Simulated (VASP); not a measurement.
The cell holds one Sb2Te3 (tetradymite) monolayer, with vacuum along c. Ionisation potential and electron affinity count from the cell's own band edges, surface states included.

Here is the system:

```
Sb2Te3
1.0
    4.20931     0.00000     0.00000
   -2.10466     3.64537     0.00000
    0.00000     0.00000    23.08923
Sb Te
2 3
Direct
  0.33333   0.66667   0.41500
  0.00000   0.00000   0.58500
  0.00000   0.00000   0.34168
  0.66667   0.33333   0.50000
  0.33333   0.66667   0.65832
```

These are LDA (Ceperley-Alder, Perdew-Zunger), VASP's LDA PAW potentials (set 64) (plane waves; VASP) values and carry that method's errors. Settings: 400 eV cut-off, 12×12×1 Γ-centred mesh, Gaussian smearing of 0.050 eV, potentials Sb Te.

Task: Predict its energy to cut it from the bulk, per area, ionisation potential, electron affinity.

Result: 
```yaml
energy_to_cut_it_from_the_bulk_per_area: 21.0 meV/Å²
ionisation_potential: 5.13 eV
electron_affinity: 4.47 eV
```

The cell is a sheet with vacuum, built from Sb2Te3 (tetradymite).
